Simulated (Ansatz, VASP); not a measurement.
# One calculation of MgS, two programs

The input INCAR:

```
SYSTEM = MgS
  PREC = Accurate
  ENCUT = 520
  EDIFF = 1E-6
  ISMEAR = -1
  SIGMA = 0.03
  LREAL = .FALSE.
  LASPH = .TRUE.
  NELM = 80
  ALGO = Normal
  ISIF = 2
  LWAVE = .FALSE.
  LCHARG = .FALSE.
  GGA = PS
  NBANDS = 11
```

File KPOINTS:

```
Automatic mesh
0
G
  10 10 10
  0 0 0
```

File POSCAR:

```
MgS
1.0
   -0.0520330000      2.5756335000      2.5756335000
    2.5756335000     -0.0520330000      2.5756335000
    2.5756335000      2.5756335000     -0.0520330000
Mg S
1 1
Direct
    0.0000000000      0.0000000000      0.0000000000
    0.5000000000      0.5000000000      0.5000000000
```

Input for Ansatz:

```yaml
crystal:
  lattice:
    - [-0.052033, 2.5756335, 2.5756335]
    - [2.5756335, -0.052033, 2.5756335]
    - [2.5756335, 2.5756335, -0.052033]
  atoms:
    - { symbol: Mg, position: [0.0, 0.0, 0.0] }
    - { symbol: S, position: [0.5, 0.5, 0.5] }
kpoints:
  mp_grid: { grid: [10, 10, 10] }
  band_path:
    path:
      - [0.0, 0.0, 0.0]
      - [0.5, 0.5, 0.5]
      - [0.2551801333, 0.5, 0.7448198667]
      - [-0.2551801333, 0.2551801333, 0.5]
      - [0.0, 0.0, 0.5]
      - [0.0, 0.0, 0.0]
      - [-0.3775900666, 0.0, 0.3775900666]
      - [0.0, 0.3775900666, 0.6224099334]
      - [0.0, 0.5, 0.5]
    npoints: 5
scf:
  occupations: { method: fermi_dirac, width: 0.03 }
hamiltonian:
  xc: pbesol
  pseudopotentials: { kind: all_electron, lapw: { basis_error: 0.00025 } }
output:
  forces: true
  stress: true
  eigenvalues: true
```

Change from the starting cell: equal xy, yz and zx shear strains of -2 %.

Alike in both runs: task single point; functional PBEsol; k mesh 10 × 10 × 10; occupations fermi-dirac, width 0.03 eV; no spin polarisation.

```csv
,VASP,Ansatz
version,VASP 6.6.1,Ansatz 0.2.0
potentials or method,"VASP PAW PBE potentials, release 64 (Mg, S)","all-electron LAPW, scalar-relativistic"
plane-wave cutoff (eV),520,see its input
```

|  | VASP | Ansatz | Ansatz less VASP |
| --- | --- | --- | --- |
| gap on the k mesh at the Fermi level (eV) | 2.51 | 2.51 | 0.000 |
| pressure (GPa) | -1.1 | -0.9 | +0.20 |
| largest component of the traceless stress (GPa) | 1.04 | 1.04 | 0.000 |

Ansatz ran all-electron here, so the differences hold the error of VASP's frozen core and of both bases.

Caveats: the PAW data sets were made with another functional, which shifts forces and pressure a little (VASP). A k mesh can miss the band edges.
